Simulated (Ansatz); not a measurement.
Rock-salt NaBr, treated with r²SCAN-D4 (Ansatz, a first-principles code, PAW).

Settings: plane-wave cutoff 560 eV, 10×10×10 k mesh, Fermi–Dirac smearing 0.01 eV, scalar-relativistic PAW data made under PBE.

Cell (relaxed at this level):

NaBr is taken in the cubic space group Fm-3m (No. 225), the rock salt structure, Pearson symbol cF8. Cell: a = b = c = 5.9245 Å, α = β = γ = 90.00°. Na on 4a has 6 Br at 2.962 Å (octahedral). Br on 4b is surrounded by 6 Na at 2.962 Å (octahedral). (Neighbours: up to the widest gap in distance over summed covalent radii, below 1.35, at either atom; cation-cation and far metal-metal contacts left out.)
(The calculation used a cell of 2 atoms; values per cell refer to that cell.)

Q: What does this level give for the bulk modulus B0, band gap, width of the whole s-p valence band and pressure derivative B′ of the bulk modulus?

A: 
* **bulk modulus B0**: 23.2 GPa
* **band gap**: 5.02 eV (direct)
* **width of the whole s-p valence band**: 13.29 eV
* **pressure derivative B′ of the bulk modulus**: 4.7

Measured, for comparison: band gap 7.1 eV (temperature not stated, not corrected to a static lattice; as tabulated in Aguado et al. (1998), arXiv:cond-mat/9809176); bulk modulus 22.6 GPa (4 K, zero-point motion not removed; as tabulated in Doll and Stoll (1998), arXiv:cond-mat/9801031). Computed (rounded) less measured: bulk modulus +3 %.

Spin–orbit coupling is not included.

Computed values are for the static lattice.

Cost on a shared machine: about 27 core-seconds (a rough figure).
